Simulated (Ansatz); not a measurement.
# SiC: random displacements

Level of theory: DFT PBE, scalar-relativistic, plane waves, PAW (Ansatz). Settings: plane waves to 420 eV, k-mesh 12×12×6 (Γ-centred), Gaussian smearing 0.05 eV. No spin polarisation. Energies are free energies at this smearing, counted from the undisturbed cell; pressure is positive in compression.

Zero of the scan (as given, not relaxed at this level):

```
CELL_PARAMETERS angstrom
3.07600 0.00000 0.00000
-1.53800 2.66389 0.00000
0.00000 0.00000 5.04800
ATOMIC_POSITIONS crystal
Si 0.33333 0.66667 0.00000
Si 0.66667 0.33333 0.50000
C 0.33333 0.66667 0.38500
C 0.66667 0.33333 0.88500
```

After a displacement of all atoms with no net shift and a strain of the cell, the run gives ΔE = 646.9 meV/atom; stress (xx, yy, zz, yz, xz, xy; compression positive) (5.31, -10.55, 100.59, -5.22, 11.26, 8.20) GPa; gap on the mesh 0.46 eV.

```tsv
atom	Fx (eV/Å)	Fy	Fz
Si1	4.095	1.700	-5.341
Si2	-2.161	-0.968	-2.475
C3	1.945	0.982	7.997
C4	-3.880	-1.714	-0.181
```

Task: Which displacements (Å, in the unstrained cell) and strain were applied?

Result:
```
atom ux uy uz
 Si1  -0.22   0.03   0.04
 Si2   0.15   0.00   0.04
  C3   0.00  -0.04  -0.11
  C4   0.06   0.01   0.03
```
Strain (Voigt, engineering shear): (0.0145, 0.0473, -0.1036, 0.0561, -0.0490, 0.0313).

Cost: 1 run of about 0.48 core-minutes, on Arm Neoverse V2 (shared hosts).